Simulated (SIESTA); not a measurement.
Input of a SIESTA 5.4.2 run:

Contents of Pt.fdf:

```
SystemName                      Pt
SystemLabel                     Pt
NumberOfSpecies                 1
NumberOfAtoms                   1
%block ChemicalSpeciesLabel
  1  78 Pt
%endblock ChemicalSpeciesLabel
%include structure.fdf

%block kgrid.MonkhorstPack
   12   0   0  0.0
    0  12   0  0.0
    0   0  12  0.0
%endblock kgrid.MonkhorstPack
XC.Functional                   GGA
XC.Authors                      PBE
PAO.BasisSize                   DZP
PAO.EnergyShift                 0.003 Ry
Mesh.Cutoff                     800 Ry
Spin                            spin-orbit
%block DM.InitSpin
    1   0.000     0.00     0.00
%endblock DM.InitSpin
WriteOrbMom                     true
OccupationFunction              FD
ElectronicTemperature           0.05 eV
MaxSCFIterations                120
SCF.MustConverge                false
SCF.Mixer.Method                Pulay
SCF.Mixer.Weight                0.25
SCF.Mixer.History               8
SCF.DM.Tolerance                5.0e-05
SCF.H.Tolerance                 1.0e-03 eV
WriteForces                     true
Charge.Mulliken                 end
Charge.Hirshfeld                end
Charge.Voronoi                  end
SaveRho                         true
SaveElectrostaticPotential      true
BandLinesScale                  ReciprocalLatticeVectors
%block BandLines
    1    0.000000   0.000000   0.000000  \Gamma
   12    0.500000   0.000000   0.500000  X
    6    0.500000   0.250000   0.750000  W
    4    0.375000   0.375000   0.750000  K
   13    0.000000   0.000000   0.000000  \Gamma
   11    0.500000   0.500000   0.500000  L
    8    0.625000   0.250000   0.625000  U
    4    0.500000   0.250000   0.750000  W
    9    0.500000   0.500000   0.500000  L
    8    0.375000   0.375000   0.750000  K
    1    0.625000   0.250000   0.625000  U
    4    0.500000   0.000000   0.500000  X
%endblock BandLines
%block PAO.Basis
  Pt 5
  n=5 0 2
    2.738 0.000
  n=6 0 2
    7.326 0.000
  n=5 1 2
    3.254 0.000
  n=6 1 1
    7.326
  n=5 2 2
    5.692 0.000
%endblock PAO.Basis
```

The input structure.fdf:

```
LatticeConstant                 1.0 Ang
%block LatticeVectors
     0.0000000000     1.9609000000     1.9609000000
     1.9609000000     0.0000000000     1.9609000000
     1.9609000000     1.9609000000     0.0000000000
%endblock LatticeVectors
AtomicCoordinatesFormat         Fractional
%block AtomicCoordinatesAndAtomicSpecies
     0.0000000000     0.0000000000     0.0000000000  1  Pt
%endblock AtomicCoordinatesAndAtomicSpecies
```

Potentials or basis: PseudoDojo 0.4 standard (PBE files, fully relativistic), DZP (energy shift 0.003 Ry; two zetas on semicore shells).

Run with:

```bash
$ siesta Pt.fdf > Pt.out 2>&1
```

What does it give for the band gap on the k mesh?

None (metal or under the smearing width).

Predict the net moment.

0.00 μB per cell.

Predict the pressure.

4.3 GPa.

Levels at the corners of the path, in eV from the Fermi level:
```csv
point,band 14,band 15,band 16,band 17,band 18,band 19,band 20,band 21,band 22,band 23
Γ,-4.30,-3.34,-3.34,-1.51,-1.51,-1.51,-1.51,30.69,30.69,33.09
X,-0.24,0.08,0.08,1.02,1.02,1.72,1.72,10.31,10.31,13.33
W,-4.57,-1.89,-1.89,0.47,0.47,7.77,7.77,8.94,8.94,9.45
K,-3.00,-1.37,-1.37,-0.09,-0.09,6.44,6.44,7.40,7.40,10.96
Γ,-4.30,-3.34,-3.34,-1.51,-1.51,-1.51,-1.51,30.69,30.69,33.09
L,-3.47,-0.52,-0.52,-0.30,-0.30,0.33,0.33,6.02,6.02,29.31
U,-3.00,-1.37,-1.37,-0.09,-0.09,6.44,6.44,7.40,7.40,10.96
W,-4.57,-1.89,-1.89,0.47,0.47,7.77,7.77,8.94,8.94,9.45
L,-3.47,-0.52,-0.52,-0.30,-0.30,0.33,0.33,6.02,6.02,29.31
K,-3.00,-1.37,-1.37,-0.09,-0.09,6.44,6.44,7.40,7.40,10.96
U,-3.00,-1.37,-1.37,-0.09,-0.09,6.44,6.44,7.40,7.40,10.96
X,-0.24,0.08,0.08,1.02,1.02,1.72,1.72,10.31,10.31,13.33
```

Caveat: short orbitals over semicore shells can move pressures by several GPa; the basis of atomic orbitals isn't converged, which shifts pressures, moduli and gaps.
